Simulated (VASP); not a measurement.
# VASP 6.6.1 run: SnO2

INCAR

```
NSW = 0
ISIF = 2
NELM = 55
SIGMA = 0.01
LCHARG = .FALSE.
ENCUT = 450
NBANDS = 20
EDIFF = 1E-7
PREC = Accurate
ISMEAR = 0
IBRION = -1
GGA = PS
LREAL = .FALSE.
LWAVE = .FALSE.
LASPH = .TRUE.
```

KPOINTS

```
KPOINTS created by Atomic Simulation Environment
0
Monkhorst-Pack
8 8 8
0 0 0
```

POSCAR

```
Sn O
 1.0000000000000000
     0.0000000000000000    2.5334669720086236    2.5334669720086236
     2.5334669720086236    0.0000000000000000    2.5334669720086236
     2.5334669720086236    2.5334669720086236    0.0000000000000000
 Sn  O
   1   2
Cartesian
 -0.0000000000000000  0.0000000000000000  0.0000000000000000
  1.2667334860043118  1.2667334860043118  1.2667334860043118
  3.8002004580129354  3.8002004580129354  3.8002004580129354
```

The recommended PBE PAW datasets give the neutral cell 26 valence electrons.

Command

```
mpirun -np 1 vasp_std
```

How does this run end, and what does it give?

It converged. Results: gap between bands v and c on the k mesh 0.74 eV; least direct gap on the k mesh 2.13 eV; pressure 1.5 GPa. Band v is the last that the valence electrons fill when counted band by band, and c is the next.

OSZICAR

```
N       E                     dE             d eps       ncg     rms          rms(c)
DAV:   1     0.217477773159E+03    0.21748E+03   -0.12545E+04  2664   0.186E+03
DAV:   2     0.226930317663E+00   -0.21725E+03   -0.20561E+03  2580   0.458E+02
DAV:   3    -0.214445751158E+02   -0.21672E+02   -0.21461E+02  2752   0.124E+02
DAV:   4    -0.219821892354E+02   -0.53761E+00   -0.53725E+00  2712   0.203E+01
DAV:   5    -0.219938474455E+02   -0.11658E-01   -0.11658E-01  3016   0.310E+00    0.102E+01
DAV:   6    -0.192055487731E+02    0.27883E+01   -0.93586E+00  3780   0.547E+01    0.387E+00
DAV:   7    -0.192044066320E+02    0.11421E-02   -0.55423E-01  2596   0.528E+00    0.191E+00
DAV:   8    -0.191799103349E+02    0.24496E-01   -0.60117E-02  2708   0.227E+00    0.329E-01
DAV:   9    -0.191775615604E+02    0.23488E-02   -0.89492E-03  3732   0.149E+00    0.724E-02
DAV:  10    -0.191778634949E+02   -0.30193E-03   -0.97458E-04  2668   0.369E-01    0.185E-02
DAV:  11    -0.191778639672E+02   -0.47225E-06   -0.37915E-05  3076   0.105E-01    0.132E-02
DAV:  12    -0.191778642300E+02   -0.26287E-06   -0.46288E-06  2672   0.186E-02    0.544E-03
DAV:  13    -0.191778640544E+02    0.17565E-06   -0.12011E-06  2720   0.816E-03    0.126E-03
DAV:  14    -0.191778640594E+02   -0.50009E-08   -0.64835E-08  2244   0.239E-03
   1 F= -.19177864E+02 E0= -.19177864E+02  d E =-.214659E-14
```

Standard output (part)

```
POSCAR found type information on POSCAR SnO
 POSCAR found :  2 types and       3 ions
 LDA part: xc-table for (Slater+PW92), standard interpolation
 POSCAR, INCAR and KPOINTS ok, starting setup
 WAVECAR not read
 entering main loop
```

The shifted mesh misses Γ, so a band edge there is missed.

For comparison, a separate PBEsol run of the intended cell, on usual settings and not on those above, gives a gap of 0.20 eV on its mesh and a pressure of 2.8 GPa.
